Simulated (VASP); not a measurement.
## VASP 6.6.1 run: KBr

INCAR

```
EDIFF = 1E-7
NELM = 120
SIGMA = 0.02
ENCUT = 520
PREC = Accurate
LREAL = .FALSE.
GGA = PE
LCHARG = .FALSE.
LASPH = .TRUE.
ISMEAR = -1
IVDW = 10
ISIF = 2
NSW = 0
LWAVE = .FALSE.
NBANDS = 15
IBRION = -1
```

KPOINTS

```
KPOINTS created by Atomic Simulation Environment
0
Gamma
6 6 6
0 0 0
```

POSCAR

```
K  Br
 1.0000000000000000
     0.0000000000000000    3.3022478200999998    3.3022478200999998
     3.2210125236999998    0.0000000000000000    3.3022478200999998
     3.2210125236999998    3.3022478200999998    0.0000000000000000
 K   Br
   1   1
Cartesian
  0.0000000000000000  0.0000000000000000  0.0000000000000000
  3.2210125236999998  3.3022478200999998  3.3022478200999998
```

The recommended PBE PAW datasets give the neutral cell 16 valence electrons.

Command

```
mpirun -np 1 vasp_std
```

OSZICAR

```
N       E                     dE             d eps       ncg     rms          rms(c)
DAV:   1     0.999353977562E+02    0.99935E+02   -0.69853E+03   900   0.946E+02
DAV:   2    -0.115962563440E+00   -0.10005E+03   -0.92151E+02  1174   0.232E+02
DAV:   3    -0.615015877713E+01   -0.60342E+01   -0.59986E+01  1251   0.498E+01
DAV:   4    -0.636840396638E+01   -0.21825E+00   -0.21817E+00  1302   0.836E+00
DAV:   5    -0.637013057581E+01   -0.17266E-02   -0.17266E-02  1258   0.856E-01    0.325E+00
DAV:   6    -0.620260101438E+01    0.16753E+00   -0.21284E-01  1103   0.224E+00    0.238E+00
DAV:   7    -0.619206673393E+01    0.10534E-01   -0.10771E-01  1229   0.177E+00    0.106E+00
DAV:   8    -0.620067103410E+01   -0.86043E-02   -0.11668E-02  1013   0.794E-01    0.115E-01
DAV:   9    -0.620143089600E+01   -0.75986E-03   -0.74368E-04  1222   0.168E-01    0.761E-02
DAV:  10    -0.620171791566E+01   -0.28702E-03   -0.28248E-04   949   0.975E-02    0.112E-02
DAV:  11    -0.620173519662E+01   -0.17281E-04   -0.25822E-05  1147   0.298E-02    0.612E-03
DAV:  12    -0.620173673074E+01   -0.15341E-05   -0.39072E-06   935   0.132E-02    0.151E-03
DAV:  13    -0.620173682032E+01   -0.89581E-07   -0.10007E-07  1134   0.177E-03
   1 F= -.66231430E+01 E0= -.66231430E+01  d E =-.320711E-12
```

From OUTCAR

```
k-points           NKPTS =     30   k-points in BZ     NKDIM =     30   number of bands    NBANDS=     15

   NELECT =      16.0000    total number of electrons

   dimension x,y,z NGX =    36 NGY =   36 NGZ =   36
   dimension x,y,z NGXF=    72 NGYF=   72 NGZF=   72

  energy-cutoff  :      520.00
  volume of cell :       70.25
      direct lattice vectors                 reciprocal lattice vectors
     0.000000000  3.302247820  3.302247820    -0.155230691  0.151412016  0.151412016
     3.221012524  0.000000000  3.302247820     0.155230691 -0.151412016  0.151412016
     3.221012524  3.302247820  0.000000000     0.155230691  0.151412016 -0.151412016

 k-points in reciprocal lattice and weights: KPOINTS created by Atomic Simulation Env
   0.00000000  0.00000000  0.00000000       0.005
   0.16666667  0.00000000  0.00000000       0.037
   0.33333333 -0.00000000 -0.00000000       0.037
   0.50000000  0.00000000  0.00000000       0.019
   0.16666667  0.16666667  0.00000000       0.019
   0.33333333  0.16666667 -0.00000000       0.074
   0.50000000  0.16666667 -0.00000000       0.074
  -0.33333333  0.16666667  0.00000000       0.074
   ...

 E-fermi :  -1.1542

 k-point     1 :       0.0000    0.0000    0.0000
  band No.  band energies     occupation
      1     -29.3798      2.00000
      2     -13.9698      2.00000
      3     -12.8605      2.00000
      4     -12.8589      2.00000
      5     -12.8589      2.00000
      6      -1.6530      2.00000
      7      -1.6530      2.00000
      8      -1.6379      2.00000
      9       2.8464      0.00000
     10       5.9094      0.00000
     11       5.9094      0.00000
     12       6.0651      0.00000
     13       6.7396      0.00000
     14       6.8597      0.00000
     15      10.0163      0.00000

 k-point     2 :       0.1667    0.0000    0.0000
  band No.  band energies     occupation
      1     -29.3782      2.00000
      2     -14.0235      2.00000
      3     -12.8611      2.00000
      4     -12.8607      2.00000
      5     -12.7866      2.00000
      6      -2.0286      2.00000
      7      -1.7464      2.00000
      8      -1.7380      2.00000
      9       3.5159      0.00000
     10       5.8233      0.00000
     11       6.2470      0.00000
     12       6.3429      0.00000
     13       7.1062      0.00000
     14       7.2396      0.00000
     15      10.9233      0.00000

 k-point     3 :       0.3333   -0.0000   -0.0000
  band No.  band energies     occupation
      1     -29.3750      2.00000
      2     -14.1158      2.00000
      3     -12.8655      2.00000
      4     -12.8623      2.00000
      5     -12.6550      2.00000
      6      -2.6242      2.00000
      7      -1.9210      2.00000
      8      -1.9156      2.00000
      9       4.6169      0.00000
     10       6.1248      0.00000
     11       7.1445      0.00000
     12       7.2181      0.00000
     13       8.0306      0.00000
     14       8.1934      0.00000
     15       9.9587      0.00000

 ...

  Total       0.79739     0.20732     0.20732     0.00000     0.00000     0.00000
  in kB      18.18613     4.72828     4.72828     0.00000     0.00000     0.00000
  external pressure =        9.21 kB  Pullay stress =        0.00 kB

 POSITION                                       TOTAL-FORCE (eV/Angst)
 -----------------------------------------------------------------------------------
      0.00000      0.00000      0.00000        -0.000000     -0.000000     -0.000000
      3.22101      3.30225      3.30225         0.000000      0.000000      0.000000
 -----------------------------------------------------------------------------------
    total drift:                                0.000000      0.000000      0.000000

  FREE ENERGIE OF THE ION-ELECTRON SYSTEM (eV)
  ---------------------------------------------------
  free  energy   TOTEN  =        -6.6231430052 eV

  energy  without entropy=       -6.6231430052  energy(sigma->0) =       -6.62314301
```

It converged. Results: gap between bands v and c on the k mesh 4.48 eV; least direct gap on the k mesh 4.48 eV; pressure 0.9 GPa. Band v is the last that the valence electrons fill when counted band by band, and c is the next.

For comparison, a separate PBE run of the intended cell, on usual settings and not on those above, gives a gap of 4.48 eV on its mesh and a pressure of 1.2 GPa.

The run above took about 58 s on one core of a shared host (Intel Xeon Platinum 8488C) and held 0.21 GiB at most.
